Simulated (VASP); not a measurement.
Wanted: the native input for a VASP 6.6.1 run.

- Task: relaxation of cell and atoms
- Functional: PBE
- Dispersion: D3(BJ)
- Potentials or basis: VASP PAW PBE potentials, release 64 (Mg)
- Cutoff: 600 eV
- k mesh: 15 × 15 × 7
- Occupations: methfessel-paxton, width 0.1 eV
- Spin: no spin polarisation
- Further INCAR settings: ALGO = Normal; EDIFF = 1e-07; IBRION = 2; EDIFFG = -0.005; NSW = 90; ISIF = 3

The structure of Mg lies in POSCAR:

```
Mg                                      
1.0
    3.1548621749      0.0000000000     -0.0000000000
   -1.5774310874      2.7321907889      0.0000000000
    0.0000000000     -0.0000000000      5.0270847279
  Mg            
     2
Direct
     0.3333333332999970    0.6666666667000030    0.2500000000000000
     0.6666666667000030    0.3333333332999970    0.7500000000000000
```

The input as run:

INCAR

```
SYSTEM = Mg
PREC = Accurate
ENCUT = 600
EDIFF = 1E-7
ISMEAR = 1
SIGMA = 0.1
LREAL = .False.
LASPH = .True.
NELM = 80
ALGO = Normal
ISIF = 3
LWAVE = .False.
LCHARG = .False.
GGA = PE
IVDW = 12
IBRION = 2
NSW = 90
EDIFFG = -0.005
```

KPOINTS

```
Automatic mesh
0
Gamma
  15 15 7
  0 0 0
```

Potentials or basis: VASP PAW PBE potentials, release 64 (Mg).

Launch:

```console
$ cat potpaw_PBE.64/Mg/POTCAR > POTCAR
$ mpirun -np 1 vasp_std > vasp.out
```

Results of the run:

```json
{
  "Pressure after relaxing": "0.0 GPa",
  "Band gap on the k mesh": "none (metal or under the smearing width)",
  "Dispersion energy per atom": "-0.300 eV"
}
```

Caveat: the relaxation stopped at its first step, so nothing moved; pairwise dispersion overbinds metals, which lowers pressure and volume.

It took 23 s on 1 thread of AMD EPYC 7R13 Processor (Zen 3), with other jobs on the host, peak memory 0.17 GiB.
